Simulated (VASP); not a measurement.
**SnSe$_{2}$ (1T (CdI2) bulk): one PBE single-point calculation in two programs**

```
Sn Se
1.0
     3.82515    0.00000    0.00000
    -1.91257    3.31268    0.00000
     0.00000    0.00000    6.22708
Sn Se
1 2
Direct
  0.00000 0.00000 0.00000
  0.33333 0.66667 0.25308
  0.66667 0.33333 0.74692
```

Each program uses its own PAW datasets. VASP's cell holds 26 valence electrons and Ansatz's 46. Ansatz's stress includes a Pulay correction; VASP's doesn't.

Cutoffs: 520 eV in VASP, 420 eV in Ansatz. k meshes: 12×12×4 and 12×12×4.

```
                                VASP     Ansatz
gap between bands v and c    0.62 eV    0.63 eV
         least direct gap    1.12 eV    1.13 eV
                 pressure    3.0 GPa    2.9 GPa
            largest force  0.28 eV/Å  0.26 eV/Å
```

Band v is the last that the valence electrons fill when counted band by band, and c is the next. Levels in eV from the top of v, Ansatz:

```csv
point,v−1,v,c,c+1
Γ,-0.30,-0.12,1.01,3.07
M,-1.25,-0.27,1.15,3.76
K,-1.54,-1.54,1.24,6.34
A,-0.14,-0.14,2.45,2.99
L,-0.83,-0.66,0.74,4.17
H,-0.40,-0.40,2.32,4.53
```

VASP:

```tsv
point	v−1	v	c	c+1
Γ	-0.30	-0.12	1.00	3.06
M	-1.25	-0.27	1.15	3.75
K	-1.54	-1.54	1.24	6.33
A	-0.14	-0.14	2.44	2.98
L	-0.83	-0.66	0.74	4.16
H	-0.40	-0.40	2.32	4.53
```

Forces (eV/Å), VASP:

```json
{"atom": "Sn", "Fx": "0.000", "Fy": "0.000", "Fz": "0.000"}
{"atom": "Se", "Fx": "0.000", "Fy": "0.000", "Fz": "0.275"}
{"atom": "Se", "Fx": "0.000", "Fy": "0.000", "Fz": "-0.275"}
```

Ansatz:

```
atom     Fx     Fy      Fz
  Sn  0.000  0.000   0.000
  Se  0.000  0.000   0.261
  Se  0.000  0.000  -0.261
```
